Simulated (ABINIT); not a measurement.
Crystal: Te2Mo.

```
CELL_PARAMETERS angstrom
3.51820 0.00000 0.00000
-1.75910 3.04685 0.00000
0.00000 0.00000 13.97360
ATOMIC_POSITIONS crystal
Te 0.66667 0.33333 0.37900
Te 0.33333 0.66667 0.87900
Te 0.66667 0.33333 0.12100
Te 0.33333 0.66667 0.62100
Mo 0.66667 0.33333 0.75000
Mo 0.33333 0.66667 0.25000
```

| Item | Value |
| --- | --- |
| Program | ABINIT 10.8.3 (patched build) |
| Task | relaxation of cell and atoms |
| Functional | LDA |
| Potentials or basis | JTH PAW LDA v2.0 |
| Cutoff | 408 eV |
| k mesh | 8 × 8 × 2 |
| Occupations | fermi-dirac, width 0.05 eV |
| Spin | no spin polarisation |

At the start: pressure -2.1 GPa; volume 24.96 Å³/atom.

Question: How do energy, volume and symmetry change on relaxing?

Answer: Over 9 steps the energy falls by 4.1 meV/atom and the volume is 24.17 Å³/atom (-3.2 %); space group P6_3/mmc (No. 194, to 0.05 Å).

The path:
```csv
step,energy change (eV),largest force (eV/Å),pressure (GPa),volume (Å³)
1,0.0000,0.1682,-2.12,149.79
2,-0.0113,0.0540,-1.36,148.82
3,-0.0223,0.0746,0.00,146.39
4,-0.0239,0.0049,0.01,145.49
5,-0.0240,0.0008,0.00,145.45
6,-0.0244,0.0192,-0.07,145.18
7,-0.0246,0.0146,-0.03,144.97
8,-0.0247,0.0036,-0.01,144.99
9,-0.0247,0.0000,0.00,145.01
```

Final structure:
```
CELL_PARAMETERS angstrom
3.48652 0.00000 0.00000
-1.74326 3.01942 0.00000
0.00000 0.00000 13.77505
ATOMIC_POSITIONS crystal
Te 0.66667 0.33333 0.38070
Te 0.33333 0.66667 0.88070
Te 0.66667 0.33333 0.11930
Te 0.33333 0.66667 0.61930
Mo 0.66667 0.33333 0.75000
Mo 0.33333 0.66667 0.25000
```
